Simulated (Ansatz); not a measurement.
Starting structure of a cell relaxation (symmetry kept):

```
C
1.0
     1.23275   -2.13416    0.00000
     1.23275    2.13416    0.00000
     0.00000    0.00000    6.80334
C
4
Direct
  0.08331 0.91669 0.75000
  0.58331 0.41669 0.25000
  0.91669 0.08331 0.25000
  0.41669 0.58331 0.75000
```

These are results of DFT PBE, scalar-relativistic, plane waves, PAW (Ansatz 0.2.0), not measurements.

Settings: cutoff 420 eV, Γ-centred mesh 21×21×6 on the computed 4-atom cell, Gaussian smearing of 0.10 eV; no spin polarisation.

What does it relax to?

The volume increases by 2.27 Å³/atom to 11.22 Å³/atom, and the energy falls by 13.7 meV/atom. Final structure:
```cif
data_structure
_symmetry_space_group_name_H-M 'P 1'
_symmetry_Int_Tables_number 1
_cell_length_a 2.4665
_cell_length_b 2.4665
_cell_length_c 8.5201
_cell_angle_alpha 90.000
_cell_angle_beta 90.000
_cell_angle_gamma 119.998
_cell_volume 44.89
loop_
_atom_site_label
_atom_site_type_symbol
_atom_site_fract_x
_atom_site_fract_y
_atom_site_fract_z
_atom_site_occupancy
C1 C 0.08333 0.91667 0.75000 1
C2 C 0.58333 0.41667 0.25000 1
C3 C 0.91667 0.08333 0.25000 1
C4 C 0.41667 0.58333 0.75000 1
```

The cell holds layers, and where no dispersion correction was added their binding is poorly described.

This form isn't the element's structure at ambient conditions.

Cost: 1 run of about 6.7 core-minutes, on Arm Neoverse V1 (shared hosts).